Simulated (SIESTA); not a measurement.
NaI:

```
CELL_PARAMETERS angstrom
0.00000 3.23640 3.23640
3.23640 0.00000 3.23640
3.23640 3.23640 0.00000
ATOMIC_POSITIONS crystal
I 0.50000 0.50000 0.50000
Na 0.00000 0.00000 0.00000
```

Base run:

| Item | Value |
| --- | --- |
| Program | SIESTA 5.4.2 |
| Functional | PBE |
| Potentials or basis | PseudoDojo 0.4 standard (PBE files) |
| Basis | DZP (energy shift 0.003 Ry; two zetas on semicore shells) |
| Grid cutoff | 800 Ry |
| Energy shift | 0.003 Ry |
| k mesh | 7 × 7 × 7 |
| Occupations | fermi-dirac, width 0.05 eV |
| Spin | no spin polarisation |

Its results: band gap on the k mesh 3.76 eV, direct; pressure 0.6 GPa.

Problem. After a change of settings the same cell gave: band gap on the k mesh 3.85 eV, direct; pressure 0.1 GPa. Which change was it?
A. functional from PBE to vdW-DF-cx
B. functional from PBE to BLYP
C. functional from PBE to LDA; potentials or basis from PseudoDojo 0.4 standard (PBE files) to PseudoDojo 0.4 standard (LDA files)
D. functional from PBE to PBEsol; potentials or basis from PseudoDojo 0.4 standard (PBE files) to PseudoDojo 0.4 standard (PBEsol files)

Solution. A.

Caveats: spin-orbit coupling is left out, which moves the levels of the heavy elements; the basis of atomic orbitals isn't converged, which shifts pressures, moduli and gaps; the basis holds too few empty states to meet the f-sum rule, so the spectrum is short of weight at high energy (some runs); an odd mesh through Γ misses points on the zone boundary, where band edges often lie (some runs); the potentials were made for another functional, which shifts forces and pressure (some runs).

Not every run made on this cell is shown here.
